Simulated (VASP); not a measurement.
# AlAu (Pm-3m) in VASP: a series of runs

Runs on AlAu. Level: r2SCAN. Tasks: equation of state.

Everything below comes from runs of VASP 6.6.1. Logs are shortened: lines on timing, memory, paths and dates and some standing lists are left out, and cuts for length are marked.

**1. The structure**

It takes space group Pm-3m (No. 221, cubic). The conventional cell has a = 3.178 Å, b = 3.178 Å, c = 3.178 Å, α = 90.00°, β = 90.00°, γ = 90.00°. Around Au (site symmetry m-3m) lie 8 Al at 2.75 Å. Al (site symmetry m-3m) has 8 Au at 2.75 Å as nearest neighbours.

The cell comes from a database or a generator and needn't be the stable form of this composition.

**2. Equation of state, r2SCAN, 15.40 Å³/atom (a relaxed cell with its volume scaled by 0.96)**

File INCAR:

```
SYSTEM = AlAu
PREC     = Accurate       ! precision mode
ENCUT    = 520            ! plane-wave cutoff, eV
EDIFF    = 1E-7           ! SCF threshold, eV
ISMEAR   = -1             ! smearing method
SIGMA    = 0.05           ! smearing width, eV
LREAL    = .False.        ! projectors in reciprocal space
LASPH    = .True.         ! aspherical terms in the spheres
NELM     = 80             ! most SCF steps
ALGO     = Normal         ! electronic algorithm
ISIF     = 2              ! what is computed and relaxed
LWAVE    = .False.        ! write WAVECAR
LCHARG   = .False.        ! write CHGCAR
METAGGA  = R2SCAN         ! meta-GGA
LMIXTAU  = .True.
```

File KPOINTS:

```
regular mesh
0
Gamma
  8 8 8
  0 0 0
```

File POSCAR:

```
AlAu                                    
1.0
    3.1347957691      0.0000000000     -0.0000000000
    0.0000000000      3.1347957691     -0.0000000000
   -0.0000000000      0.0000000000      3.1347957691
  Au              Al            
     1     1
Direct
     0.5000000000000000    0.5000000000000000    0.5000000000000000
     0.0000000000000000    0.0000000000000000    0.0000000000000000
```

Potentials or basis: VASP PAW PBE potentials, release 64 (Au, Al).

Command:

```sh
cat potpaw_PBE.64/Au/POTCAR potpaw_PBE.64/Al/POTCAR > POTCAR
mpirun -np 1 vasp_std > vasp.out
```

OUTCAR:

```text
SYSTEM = AlAu
   PREC = Accurate
   ENCUT = 520
   EDIFF = 1E-7
   ISMEAR = -1
   LREAL = .False.
   LASPH = .True.
   NELM = 80
   ISIF = 2
   METAGGA = R2SCAN

 ion  position               nearest neighbor table
   1  0.500  0.500  0.500-   2 2.71   2 2.71   2 2.71   2 2.71   2 2.71   2 2.71   2 2.71   2 2.71

   2  0.000  0.000  0.000-   1 2.71   1 2.71   1 2.71   1 2.71   1 2.71   1 2.71   1 2.71   1 2.71

  LATTYP: Found a simple cubic cell.
 ALAT       =     3.1347957691

  Lattice vectors:

 A1 = (   3.1347957691,   0.0000000000,   0.0000000000)
 A2 = (   0.0000000000,   3.1347957691,   0.0000000000)
 A3 = (   0.0000000000,   0.0000000000,   3.1347957691)

Analysis of symmetry for initial positions (statically):
=====================================================================
 Subroutine PRICEL returns:
 Original cell was already a primitive cell.

 Routine SETGRP: Setting up the symmetry group for a
 simple cubic supercell.

 Subroutine GETGRP returns: Found 48 space group operations
 (whereof 48 operations were pure point group operations)
 out of a pool of 48 trial point group operations.

The static configuration has the point symmetry O_h .

Analysis of symmetry for dynamics (positions and initial velocities):
=====================================================================
 Subroutine PRICEL returns:
 Original cell was already a primitive cell.

 Routine SETGRP: Setting up the symmetry group for a
 simple cubic supercell.

 Subroutine GETGRP returns: Found 48 space group operations
 (whereof 48 operations were pure point group operations)
 out of a pool of 48 trial point group operations.

The dynamic configuration has the point symmetry O_h .

 Subroutine INISYM returns: Found 48 space group operations
 (whereof 48 operations are pure point group operations),
 and found     1 'primitive' translations

----------------------------------------------------------------------------------------

                                     Primitive cell

  volume of cell :      30.8055

  direct lattice vectors                    reciprocal lattice vectors
     3.134795769  0.000000000  0.000000000     0.319000048  0.000000000  0.000000000
     0.000000000  3.134795769  0.000000000     0.000000000  0.319000048  0.000000000
     0.000000000  0.000000000  3.134795769     0.000000000  0.000000000  0.319000048

  length of vectors
     3.134795769  3.134795769  3.134795769     0.319000048  0.319000048  0.319000048

  position of ions in fractional coordinates (direct lattice)
     0.500000000  0.500000000  0.500000000
     0.000000000  0.000000000  0.000000000

  ion indices of the primitive-cell ions
   primitive index   ion index
                 1           1
                 2           2

----------------------------------------------------------------------------------------

 KPOINTS: regular mesh

Automatic generation of k-mesh.
 Grid dimensions read from file:
 generate k-points for:    8    8    8

 Generating k-lattice:

  Cartesian coordinates                     Fractional coordinates (reciprocal lattice)
     0.039875006  0.000000000  0.000000000     0.125000000  0.000000000  0.000000000
     0.000000000  0.039875006  0.000000000     0.000000000  0.125000000  0.000000000
     0.000000000  0.000000000  0.039875006     0.000000000  0.000000000  0.125000000

  Length of vectors
     0.039875006  0.039875006  0.039875006

  Shift w.r.t. Gamma in fractional coordinates (k-lattice)
     0.000000000  0.000000000  0.000000000

 Subroutine IBZKPT returns following result:
 ===========================================

 Found     35 irreducible k-points:

 Following reciprocal coordinates:
            Coordinates               Weight
  0.000000  0.000000  0.000000      1.000000
  0.125000  0.000000  0.000000      6.000000
  0.250000  0.000000  0.000000      6.000000
  0.375000  0.000000  0.000000      6.000000
  0.500000  0.000000  0.000000      3.000000
  0.125000  0.125000  0.000000     12.000000
[... 16 lines left out ...]
  0.375000  0.375000  0.125000     24.000000
  0.500000  0.375000  0.125000     24.000000
 [... further k-points ...]
   k-points           NKPTS =     35   k-points in BZ     NKDIM =     35   number of bands    NBANDS=     11
   number of dos      NEDOS =    301   number of ions     NIONS =      2
   total plane-waves  NPLWV =  13824
   dimension x,y,z NGX =    24 NGY =   24 NGZ =   24
   dimension x,y,z NGXF=    48 NGYF=   48 NGZF=   48
   ions per type =               1   1
   NGX,Y,Z   is equivalent  to a cutoff of  12.73, 12.73, 12.73 a.u.
   NGXF,Y,Z  is equivalent  to a cutoff of  25.46, 25.46, 25.46 a.u.
 SYSTEM =  AlAu
   PREC   = accura    normal or accurate (medium, high low for compatibility)
   ISTART =      0    job   : 0-new  1-cont  2-samecut
   ICHARG =      2    charge: 1-file 2-atom 10-const
   ISPIN  =      1    spin polarized calculation?
   LNONCOLLINEAR =      F non collinear calculations
   LSORBIT =      F    spin-orbit coupling
   LASPH  =      T    aspherical Exc in radial PAW
   ENCUT  =  520.0 eV  38.22 Ry    6.18 a.u.   5.83  5.83  5.83*2*pi/ulx,y,z
   NELM   =     80;   NELMIN=  2; NELMDL= -5     # of ELM steps
   EDIFF  = 0.1E-06   stopping-criterion for ELM
   LREAL  =      F    real-space projection
   EDIFFG = 0.1E-05   stopping-criterion for IOM
   NSW    =      0    number of steps for IOM
   IBRION =     -1    ionic relax: 0-MD 1-quasi-New 2-CG
   NFREE  =      0    steps in history (QN), initial steepest desc. (CG)
   ISIF   =      2    stress and relaxation
   ISYM   =      2    0-nonsym 1-usesym 2-fastsym
   POTIM  = 0.5000    time-step for ionic-motion
   TEBEG  =    0.0;   TEEND  =   0.0 temperature during run
   PSTRESS=    0.0 pullay stress
   NELECT =      14.0000    total number of electrons
   NUPDOWN=      -1.0000    fix difference up-down
   EMIN   =  10.00;   EMAX   =-10.00  energy-range for DOS
   EFERMI =   0.00;   METHOD = LEGACY
   ISMEAR =    -1;   SIGMA  =   0.05  broadening in eV -4-tet -1-fermi 0-gaus
   EFERMI_NEDOS =   21; number of points for ismear=-14 and -15
   IALGO  =     38    algorithm
   IMIX   =      4    mixing-type and parameters
     AMIX     =   0.40;   BMIX     =  1.00
     AMIX_MAG =   1.60;   BMIX_MAG =  1.00
  volume/ion in A,a.u.               =      15.40       103.94
  Fermi-wavevector in a.u.,A,eV,Ry     =   1.258659  2.378522 21.554672  1.584224
  Thomas-Fermi vector in A             =   2.392258
   LORBIT       =      0    0 simple, 1 ext, 2 COOP (PROOUT), +10 PAW based schemes
   METAGGA = R2SCAN    functional components
   LHFCALC =     F    Hartree Fock is set to
   AEXX    =    0.0000 exact exchange contribution
   IVDW    =     0    specifies the selected vdW correction
   LEPSILON=     F    determine dielectric tensor
   LRPA    =     F    only Hartree local field effects (RPA)
 non-spin polarized calculation
  energy-cutoff  :      520.00
  volume of cell :       30.81
 maximum number of plane-waves:       852
 NGX is ok and might be reduce to    24
   NGX = 11   NGY = 11   NGZ = 11

 number of electron      14.0000001 magnetization

 Free energy of the ion-electron system (eV)
  ---------------------------------------------------
  ext. energy  EPLUGINS =         0.00000000
  ---------------------------------------------------
  free energy    TOTEN  =       -57.77163413 eV

  energy without entropy =      -57.76376138  energy(sigma->0) =      -57.76769776

 E-fermi :  10.8415     XC(G=0): -12.9138

 val. band max:       10.8234033586   @ k =   0.5000   0.3750   0.0000
 cond. band min:      10.8487961011   @ k =   0.3750   0.3750   0.1250
 fundamental gap:      0.0253927426
 Fermi energy:        10.8415033574

 k-point     1 :       0.0000    0.0000    0.0000
  band No.  band energies     occupation
      1      -2.0055      2.00000
      2       3.1863      2.00000
      3       3.1863      2.00000
      4       5.4917      2.00000
      5       5.4917      2.00000
      6       5.4917      2.00000
      7      13.8678      0.00000
      8      13.8678      0.00000
      9      13.8678      0.00000
     10      18.6407      0.00000
     11      18.6407      0.00000

 k-point     2 :       0.1250    0.0000    0.0000
  band No.  band energies     occupation
      1      -1.7190      2.00000
      2       3.2469      2.00000
      3       3.2946      2.00000
      4       5.3078      2.00000
      5       5.3078      2.00000
      6       5.5119      2.00000
      7      12.1246      0.00000
      8      14.3140      0.00000
      9      14.3140      0.00000
     10      18.3066      0.00000
     11      19.0801      0.00000

 k-point     3 :       0.2500    0.0000    0.0000
  band No.  band energies     occupation
      1      -0.8961      2.00000
      2       3.3983      2.00000
      3       3.4881      2.00000
      4       4.9086      2.00000
      5       4.9086      2.00000
      6       5.5612      2.00000
      7       9.5659      2.00000
      8      15.4966      0.00000
      9      15.4966      0.00000
     10      17.5451      0.00000
     11      19.5085      0.00000

 k-point     4 :       0.3750    0.0000    0.0000
  band No.  band energies     occupation
      1       0.3246      2.00000
      2       3.3152      2.00000
      3       3.5580      2.00000
      4       4.5573      2.00000
      5       4.5573      2.00000
      6       5.6112      2.00000
      7       7.7254      2.00000
      8      16.8347      0.00000
      9      17.1297      0.00000
     10      17.1297      0.00000
     11      20.2355      0.00000

 k-point     5 :       0.5000    0.0000    0.0000
  band No.  band energies     occupation
      1       1.2808      2.00000
      2       2.7299      2.00000
      3       3.6269      2.00000
      4       4.4226      2.00000
      5       4.4226      2.00000
      6       5.6321      2.00000
      7       7.1393      2.00000
      8      16.5524      0.00000
      9      18.5457      0.00000
     10      18.5457      0.00000
     11      19.9793      0.00000
[... 211 lines left out ...]
 k-point    21 :       0.3750    0.2500    0.1250
  band No.  band energies     occupation
      1       1.3708      2.00000
      2       3.1498      2.00000
      3       4.0597      2.00000
      4       4.3259      2.00000
      5       4.9338      2.00000
      6       5.3063      2.00000
      7       8.6880      2.00000
      8      12.5372      0.00000
      9      15.7241      0.00000
     10      16.5005      0.00000
     11      19.5976      0.00000

 k-point    22 :       0.5000    0.2500    0.1250
  band No.  band energies     occupation
      1       2.1369      2.00000
      2       2.6504      2.00000
      3       3.9791      2.00000
      4       4.2752      2.00000
      5       4.9717      2.00000
      6       6.1922      2.00000
      7       7.2307      2.00000
      8      13.8843      0.00000
      9      14.4780      0.00000
     10      17.0125      0.00000
     11      18.3687      0.00000

 k-point    23 :       0.3750    0.3750    0.1250
  band No.  band energies     occupation
      1       1.7847      2.00000
      2       3.2196      2.00000
      3       4.1890      2.00000
      4       4.3151      2.00000
      5       5.4295      2.00000
      6       5.6018      2.00000
      7       8.8165      2.00000
      8      10.8488      0.92720
      9      14.0383      0.00000
     10      16.9383      0.00000
     11      20.2713      0.00000

 k-point    24 :       0.5000    0.3750    0.1250
  band No.  band energies     occupation
      1       1.8620      2.00000
      2       3.3943      2.00000
      3       4.0466      2.00000
      4       4.3137      2.00000
      5       5.5580      2.00000
      6       7.0228      2.00000
      7       7.3071      2.00000
      8      11.1417      0.00493
      9      12.8151      0.00000
     10      17.4977      0.00000
     11      19.8620      0.00000

 [... further k-points ...]
[... 5 lines left out ...]
  --------------------------------------------------------------------------------------
  -------------------------------------------------------------------------------------
  Total        1.1713717      1.1713717      1.1713717      0.0000000      0.0000000      0.0000000
  in kB       60.9224763     60.9224763     60.9224763      0.0000000      0.0000000      0.0000000
  external PRESSURE =      60.9224763 kB  Pullay stress =       0.0000000 kB

 VOLUME and BASIS-vectors are now :
 -----------------------------------------------------------------------------
  energy-cutoff  :      520.00
  volume of cell :       30.81
      direct lattice vectors                 reciprocal lattice vectors
     3.134795769  0.000000000  0.000000000     0.319000048  0.000000000  0.000000000
     0.000000000  3.134795769  0.000000000     0.000000000  0.319000048  0.000000000
     0.000000000  0.000000000  3.134795769     0.000000000  0.000000000  0.319000048

 POSITION                                       TOTAL-FORCE (eV/Angst)
 -----------------------------------------------------------------------------------
      1.56740      1.56740      1.56740         0.000000      0.000000      0.000000
      0.00000      0.00000      0.00000         0.000000      0.000000      0.000000
 -----------------------------------------------------------------------------------
    total drift:                                0.000000     -0.000000     -0.000000

  FREE ENERGIE OF THE ION-ELECTRON SYSTEM (eV)
  ---------------------------------------------------
  free  energy   TOTEN  =       -57.7716341291 eV

  energy  without entropy=      -57.7637613839  energy(sigma->0) =      -57.76769776
```

It took 28 s on 1 thread of AMD EPYC 9R45 (Zen 5), shared host; peak memory 0.12 GiB.

Results:

| Item | Value |
| --- | --- |
| Free energy | -57.7716 eV |
| Pressure | 6.1 GPa |
| Band gap on the k mesh | none (metal or under the smearing width) |

Caveat: the PAW data sets were made with another functional, which shifts forces and pressure a little.

**3. Equation of state, r2SCAN, 15.72 Å³/atom (a relaxed cell with its volume scaled by 0.98)**

INCAR is that of step 2.

KPOINTS is that of step 2.

File POSCAR:

```
AlAu                                    
1.0
    3.1564157334      0.0000000000     -0.0000000000
    0.0000000000      3.1564157334     -0.0000000000
   -0.0000000000      0.0000000000      3.1564157334
  Au              Al            
     1     1
Direct
     0.5000000000000000    0.5000000000000000    0.5000000000000000
     0.0000000000000000    0.0000000000000000    0.0000000000000000
```

Potentials or basis: VASP PAW PBE potentials, release 64 (Au, Al).

Command:

```sh
cat potpaw_PBE.64/Au/POTCAR potpaw_PBE.64/Al/POTCAR > POTCAR
mpirun -np 1 vasp_std > vasp.out
```

It took 28 s on 1 thread of AMD EPYC 9R45 (Zen 5), shared host; peak memory 0.12 GiB.

Results (log left out):

```yaml
Free_energy: -57.7894 eV
Pressure: 2.8 GPa
Band_gap_on_the_k_mesh: none (metal or under the smearing width)
```

Caveat: the PAW data sets were made with another functional, which shifts forces and pressure a little.

**4. Equation of state, r2SCAN, 16.04 Å³/atom**

INCAR is that of step 3.

KPOINTS is that of step 3.

File POSCAR:

```
AlAu                                    
1.0
    3.1777435137      0.0000000000     -0.0000000000
    0.0000000000      3.1777435137     -0.0000000000
   -0.0000000000      0.0000000000      3.1777435137
  Au              Al            
     1     1
Direct
     0.5000000000000000    0.5000000000000000    0.5000000000000000
     0.0000000000000000    0.0000000000000000    0.0000000000000000
```

Command:

```sh
cat potpaw_PBE.64/Au/POTCAR potpaw_PBE.64/Al/POTCAR > POTCAR
mpirun -np 1 vasp_std > vasp.out
```

Wall time 29 s (1 thread of AMD EPYC 9R45 (Zen 5), shared host); peak memory 0.12 GiB.

The run converged. Its results:

* Free energy: -57.7949 eV
* Pressure: -0.1 GPa
* Band gap on the k mesh: none (metal or under the smearing width)

Caveat: the PAW data sets were made with another functional, which shifts forces and pressure a little.

**5. Equation of state, r2SCAN, 16.37 Å³/atom (a relaxed cell with its volume scaled by 1.02)**

INCAR is that of step 4.

KPOINTS is that of step 4.

File POSCAR:

```
AlAu                                    
1.0
    3.1987887861      0.0000000000     -0.0000000000
    0.0000000000      3.1987887861     -0.0000000000
   -0.0000000000      0.0000000000      3.1987887861
  Au              Al            
     1     1
Direct
     0.5000000000000000    0.5000000000000000    0.5000000000000000
     0.0000000000000000    0.0000000000000000    0.0000000000000000
```

Command:

```sh
cat potpaw_PBE.64/Au/POTCAR potpaw_PBE.64/Al/POTCAR > POTCAR
mpirun -np 1 vasp_std > vasp.out
```

Wall time 29 s (1 thread of AMD EPYC 9R45 (Zen 5), shared host); peak memory 0.12 GiB.

Results (log left out):

- Free energy: -57.7897 eV
- Pressure: -2.6 GPa
- Band gap on the k mesh: none (metal or under the smearing width)

Caveat: the PAW data sets were made with another functional, which shifts forces and pressure a little.

**6. Equation of state, r2SCAN, 16.69 Å³/atom (a relaxed cell with its volume scaled by 1.04)**

INCAR is that of step 5.

KPOINTS is that of step 5.

File POSCAR:

```
AlAu                                    
1.0
    3.2195607239      0.0000000000     -0.0000000000
    0.0000000000      3.2195607239     -0.0000000000
   -0.0000000000      0.0000000000      3.2195607239
  Au              Al            
     1     1
Direct
     0.5000000000000000    0.5000000000000000    0.5000000000000000
     0.0000000000000000    0.0000000000000000    0.0000000000000000
```

Potentials or basis: VASP PAW PBE potentials, release 64 (Au, Al).

Command:

```sh
cat potpaw_PBE.64/Au/POTCAR potpaw_PBE.64/Al/POTCAR > POTCAR
mpirun -np 1 vasp_std > vasp.out
```

Run time: 27 s. Hardware: 1 thread of AMD EPYC 9R45 (Zen 5), shared host; peak memory 0.12 GiB.

The run converged. Its results:

```yaml
Free_energy: -57.7750 eV
Pressure: -4.8 GPa
Band_gap_on_the_k_mesh: none (metal or under the smearing width)
```

Caveat: the PAW data sets were made with another functional, which shifts forces and pressure a little.

**7. Equation of state, r2SCAN**

Potentials or basis: VASP PAW PBE potentials, release 64 (Au, Al).

This step only gathers the single runs of the series.

What came out:

```yaml
Equilibrium_volume: 16.04 Å³/atom
Bulk_modulus: 134 GPa
Pressure_derivative_of_the_bulk_modulus: "5.6 (rough: it moves with the points fitted)"
```

Energy against volume, from the lowest point:
| volume (Å³/atom) | energy (meV/atom) |
| --- | --- |
| 15.403 | 11.65 |
| 15.724 | 2.76 |
| 16.045 | 0.00 |
| 16.365 | 2.63 |
| 16.686 | 9.96 |

Caveat: the PAW data sets were made with another functional, which shifts forces and pressure a little. The run has no spin-orbit coupling, so splittings on Au are missing.
